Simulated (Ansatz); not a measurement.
# Ti: the cost of one run

Method: DFT PBE, scalar-relativistic, plane waves, PAW, in Ansatz 0.2.0.

1 further run of the same task is left out (it didn't finish).

**1. The structure to begin with**

Symmetry: P6/mmm, No. 191, hexagonal system. The conventional cell has a = 4.567 Å, b = 4.567 Å, c = 2.826 Å, α = 90.00°, β = 90.00°, γ = 120.00°. Ti (site symmetry 6/mmm) is surrounded by 14 Ti at 2.83 to 2.99 Å. Ti (site symmetry -6m2) has 11 Ti at 2.64 to 2.99 Å as nearest neighbours.

Structure file:

```cif
data_structure
_symmetry_space_group_name_H-M 'P 1'
_symmetry_Int_Tables_number 1
_cell_length_a 4.5674
_cell_length_b 4.5674
_cell_length_c 2.8262
_cell_angle_alpha 90.000
_cell_angle_beta 90.000
_cell_angle_gamma 120.000
_cell_volume 51.06
loop_
_atom_site_label
_atom_site_type_symbol
_atom_site_fract_x
_atom_site_fract_y
_atom_site_fract_z
_atom_site_occupancy
Ti1 Ti 0.00000 0.00000 0.00000 1
Ti2 Ti 0.33333 0.66667 0.50000 1
Ti3 Ti 0.66667 0.33333 0.50000 1
```

The structure comes from the Materials Project (structure only).

**2. One atom moved**

The change: atom 1 (Ti) moved by 0.23 Å.

input.yaml

```yaml
crystal:
  lattice:
    - [4.5673748306, 0.0, 0.0]
    - [-2.2836874153, 3.9554626319, 0.0]
    - [0.0, 0.0, 2.82624427]
  atoms:
    - { symbol: Ti, position: [0.0, 0.0, 0.0796109531] }
    - { symbol: Ti, position: [0.33333333, 0.66666667, 0.5] }
    - { symbol: Ti, position: [0.66666667, 0.33333333, 0.5] }
basis:
  ecutwfc: 420
kpoints:
  mp_grid: { grid: [9, 9, 14] }
hamiltonian:
  xc: pbe
scf:
  occupations: { method: gaussian, width: 0.1 }
output:
  forces: true
  stress: true
  eigenvalues: true
  write_density: true
  write_potential: true
  elf: true
  volumetric_format: npy
```

Command:

```bash
ansatz run input.yaml --threads 1 --pin off --max-ram 1331MiB --backend cpu --events-out ev --progress --plain --runs-dir out
```

**Question.** How long does this run take on 1 thread of an x86-64 CPU, shared host, and how much memory does it need?

About 25 s, with a peak of 0.4 GiB.
